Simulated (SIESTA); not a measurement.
MgO under changes of volume

One of the cells (9.221 Å³/atom); the others are scaled copies at fixed shape and fractional positions:

```xyz
2
Lattice="0.0000 2.0970 2.0970 2.0970 0.0000 2.0970 2.0970 2.0970 0.0000" Properties=species:S:1:pos:R:3 pbc="T T T"
Mg    0.0000    0.0000    0.0000
O     2.0970    2.0970    2.0970
```

The cell is a database's computed one.

- Program: SIESTA 5.4.2
- Functional: PBE
- Potentials or basis: PseudoDojo 0.4 standard (PBE files)
- Basis: TZP (energy shift 0.002 Ry)
- Grid cutoff: 800 Ry
- Energy shift: 0.002 Ry
- k mesh: 11 × 11 × 11
- Occupations: fermi-dirac, width 0.05 eV
- Spin: no spin polarisation

```tsv
volume (Å³/atom)	energy over the lowest point (meV/atom)	pressure (GPa)	gap on the mesh (eV)
8.668	74.65	23.5	5.39
8.853	50.48	18.6	5.17
9.037	31.51	14.4	4.96
9.221	17.36	10.3	4.75
9.406	7.60	6.6	4.56
9.590	?	?	?
9.775	0.00	0.2	4.19
```

**Question.** What does the run at 9.590 Å³/atom give?

**Answer.** Energy over the lowest point 1.97 meV/atom; pressure 3.3 GPa; gap on the mesh 4.37 eV.

Worked out: A Birch-Murnaghan fit of order 3 (a polynomial in V^(-2/3)) to the other rows has its minimum at 9.78 Å³/atom, just outside them, with B0 = V·E''(V) = 160 GPa and B' = 3.1. It gives 1.91 meV/atom at 9.590 Å³/atom, against the run's 1.97, and -dE/dV = 3.3 GPa, against 3.3. A straight line through the other rows of the gap, of slope -9.99 eV per unit of ln V (its deformation potential), gives 4.37 eV, against the run's 4.37.

Energies are extrapolated to zero smearing.

Caveats: semicore shells carry a single zeta, which can move pressures by several GPa and volumes by a few percent; an odd mesh through Γ misses points on the zone boundary, where band edges often lie; the basis of atomic orbitals isn't converged, which shifts pressures, moduli and gaps.
